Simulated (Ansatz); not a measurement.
## GaP: computed properties

Computed with Ansatz, DFT PBE, scalar-relativistic, plane waves, PAW.

Cutoff 420 eV; k points 12×12×12 on the computed 4-atom cell (Γ-centred); Gaussian smearing, width 0.02 eV; no spin polarisation.

The structure is relaxed at this level of theory with its symmetry kept. This form isn't the usual stable structure of the compound.

```
CELL_PARAMETERS angstrom
1.94228 1.12138 6.43505
-1.94228 1.12138 6.43505
0.00000 -2.24275 6.43505
ATOMIC_POSITIONS crystal
Ga 0.43558 0.43558 0.43558
Ga 0.56442 0.56442 0.56442
P 0.05751 0.05751 0.05751
P 0.94249 0.94249 0.94249
```

Task: Formation energy from the elements' standard states (uncorrected)?

Result: -0.302 eV/atom.

Task: Kohn–Sham band gap?

Result: 0.80 eV.

Task: Löwdin character of the top 1 eV of the valence band?

Result: P 3p 53 %, Ga 4p 41 %.

Task: Löwdin character of the lowest 1 eV of the conduction band?

Result: Ga 4p 30 %, P 3p 27 %, P 3s 21 %, Ga 4s 12 %, unprojected 8 %.

Task: Bader charges (e)?

Result: Ga (2 in the cell) 0.58, P (2 in the cell) -0.58.